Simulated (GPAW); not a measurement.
The system is Bi.

```
Bi
1.0
    -1.98143    1.98143    1.98143
     1.98143   -1.98143    1.98143
     1.98143    1.98143   -1.98143
Bi
1
Direct
  0.00000 0.00000 0.00000
```

This isn't the form of Bi at room conditions, which is rhombohedral.

```yaml
Program: GPAW 26.7.0
Task: single point
Functional: PBE
Potentials_or_basis: GPAW PAW data sets (gpaw-data 1.2.1)
Cutoff: 600 eV
Basis: pw
k_mesh: 9 × 9 × 9
Occupations: fermi-dirac, width 0.05 eV
Spin: no spin polarisation
```

On this cell: pressure 0.7 GPa; band gap on the k mesh none (metal or under the smearing width).

The same run follows on a disturbed copy (cell strained at random at fixed volume):

```
Bi
1.0
    -2.05109    1.93226    1.96372
     2.00913   -1.95414    1.94364
     2.06996    1.97301   -1.98560
Bi
1
Direct
  0.98622 0.98269 0.98033
```

Q: What changes?

A: The energy (extrapolated to zero smearing) moves by +6.1 meV/atom; pressure 0.7 GPa; band gap on the k mesh none (metal or under the smearing width).

Stress tensor (GPa, compression positive):
```
 0.04 -0.09  0.37
-0.09  1.08  0.12
 0.37  0.12  1.10
```

Caveats: spin-orbit coupling is left out, which moves the levels of the heavy elements.
